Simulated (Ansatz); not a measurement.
# Co (sc type): a single-point run

The task is a single-point run on Co (sc type).

Method: Kohn-Sham DFT, with the functional, basis and potentials that each input names, in Ansatz 0.2.0.

## Step 1: The system as given

Symmetry: Pm-3m, No. 221, cubic system. The conventional cell has a = 2.276 Å, b = 2.276 Å, c = 2.276 Å, α = 90.00°, β = 90.00°, γ = 90.00°. Co (site symmetry m-3m) has 6 Co at 2.28 Å as nearest neighbours.

As a file:

```
CELL_PARAMETERS angstrom
2.27602 0.00000 0.00000
0.00000 2.27602 0.00000
0.00000 0.00000 2.27602
ATOMIC_POSITIONS crystal
Co 0.00000 0.00000 0.00000
```

## Step 2: Input and run

The input, input.yaml:

```yaml
crystal:
  lattice:
    - [2.2760172841, 0.0, 0.0]
    - [0.0, 2.2760172841, 0.0]
    - [0.0, 0.0, 2.2760172841]
  atoms:
    - { symbol: Co, position: [0.0, 0.0, 0.0], spin: 1.7 }
magnetization:
  spin_polarized: true
kpoints:
  mp_grid: { grid: [17, 17, 17] }
scf:
  occupations: { method: fermi_dirac, width: 0.05 }
  max_iter: 75
hamiltonian:
  xc: pbe
  pseudopotentials: { kind: paw }
  hubbard: { sites: [{ species: Co, l: d, u_eff: -5.0 }] }
output:
  forces: true
  stress: true
  eigenvalues: true
  populations: true
```

Run with:

```sh
$ ansatz run input.yaml --threads 1 --pin off --max-ram 3072MiB --backend cpu --events-out ev --progress --plain --runs-dir out
```

**Question.** How will this run end, and is anything wrong with its input?

The run converged and reported no error, with warnings (seeded moment not kept). Its log warns: «the starting moments were not kept: the SCF closed with an absolute magnetisation of 3.3e-6 μB, where they sum to 1.7 μB in size (1 site) ...»

Look at the input: hamiltonian.hubbard.sites is [{species: Co, l: d, u_eff: -5.0}]. The Hubbard parameter is far from any physical value.

Run again and compare: delete hamiltonian.hubbard.sites.
